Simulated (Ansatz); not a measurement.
Rutile RuO2

All values below come from RPBE (Ansatz, a quantum-chemistry and plane-wave program, plane waves, PAW).

Settings: plane-wave cutoff 520 eV, 12×12×18 k mesh (along the axes of the cell as run), Fermi–Dirac smearing 0.05 eV, no spin polarisation, scalar-relativistic PAW data made under PBE.

Cell: relaxed at this level.

For rutile RuO2, the volume per atom is 10.87 Å³/atom, the bulk modulus comes out as 232 GPa and the equilibrium lattice constant a is 4.562 Å. The c axis length comes out as 3.132 Å and the band gap is zero (no gap). The pressure derivative B′ of the bulk modulus comes out as 4.9.

Measured, for comparison: bulk modulus 270 GPa (room temperature, no zero-point or thermal correction; as tabulated in LI and ZENG (2008), arXiv:0807.3251); lattice constant a 4.497 Å, lattice parameter c 3.105 Å (room temperature, no zero-point or thermal correction; as tabulated in Hiroi (2015), arXiv:1503.02262). Computed (rounded) less measured: bulk modulus -14 %, lattice constant a +1.4 %, lattice parameter c +0.9 %.

Note: the bulk modulus comes from volumes at which shape and atoms were relaxed.

Spin–orbit coupling is not included.

Computed values are for the static lattice.

Computing time: roughly 10 core-minutes.
